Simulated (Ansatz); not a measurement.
A: Nb3Sn (A15, Cr3Si type), a = b = c = 5.3193 Å, α = β = γ = 90.00°
B: ZrO$_{2}$ (fluorite), a = b = c = 5.1159 Å, α = β = γ = 90.00°
C: CsPbBr3 (cubic perovskite), a = b = c = 6.003 Å, α = β = γ = 90.00°
D: CsPbI₃ (cubic perovskite), a = 6.390 Å, b = 6.390 Å, c = 6.390 Å, α = 90.00°, β = 90.00°, γ = 90.00°
E: W (bcc, W type), a = b = c = 3.1835 Å, α = β = γ = 90.00°

Scan: energy against volume (even scaling of the relaxed cell, symmetry kept). One method and one kind of scan serve all of them; meshes and ranges differ. All were relaxed with their symmetry unable to fall. Nb3Sn is run without spin polarisation. Spin-orbit coupling is left out. This is a high-temperature form of CsPbBr3. This is a high-temperature form of CsPbI3. This is a high-temperature form of ZrO2. W is run without spin polarisation. ZrO2 is run without spin polarisation.

Q: Put the candidates in order of bulk modulus (fitted), lowest first, for PBE (plane waves to 420 eV, PAW, scalar-relativistic; Ansatz, a program for electronic structure).

A: D (14.7 GPa), C (18.5 GPa), A (161 GPa), B (236 GPa), E (304 GPa)

(Under strain, the slope of the energy per volume gives the stress and its curvature an elastic modulus.)
